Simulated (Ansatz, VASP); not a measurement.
**HfO2 in VASP and in Ansatz**

```
CELL_PARAMETERS angstrom
0.00000 2.54881 2.42137
2.54881 0.00000 2.42137
2.54881 2.54881 0.00000
ATOMIC_POSITIONS crystal
Hf 0.00000 0.00000 0.00000
O 0.25000 0.25000 0.25000
O 0.75000 0.75000 0.75000
```

Change from the starting cell: strain +0.000 along x and y, -0.050 along z, atoms carried along.

Alike in both runs: task single point; functional PBE; k mesh 8 × 8 × 8; occupations gaussian, width 0.05 eV; no spin polarisation.

|  | VASP | Ansatz |
| --- | --- | --- |
| version | VASP 6.6.1 | Ansatz 0.2.0 |
| potentials or method | VASP PAW PBE potentials, release 64 (Hf_pv, O) | scalar-relativistic, plane waves, PAW |
| plane-wave cutoff (eV) | 520 | 420 |
| valence electrons in the cell | 22 | 38 |

|  | VASP | Ansatz | Ansatz less VASP |
| --- | --- | --- | --- |
| gap on the k mesh at the Fermi level (eV) | 3.25 | 3.25 | -0.001 |
| least direct gap on the mesh (eV) | 3.45 | 3.43 | -0.016 |
| pressure (GPa) | 10.1 | 14.2 | +4.09 |
| largest component of the traceless stress (GPa) | 16.74 | 16.42 | -0.320 |

One of these differences is far larger than is usual between the two programs; its cause wasn't traced. The two sets of potentials don't hold the same shells in valence.

Caveats: spin-orbit coupling is left out, which moves the levels of the heavy elements. A k mesh can miss the band edges.
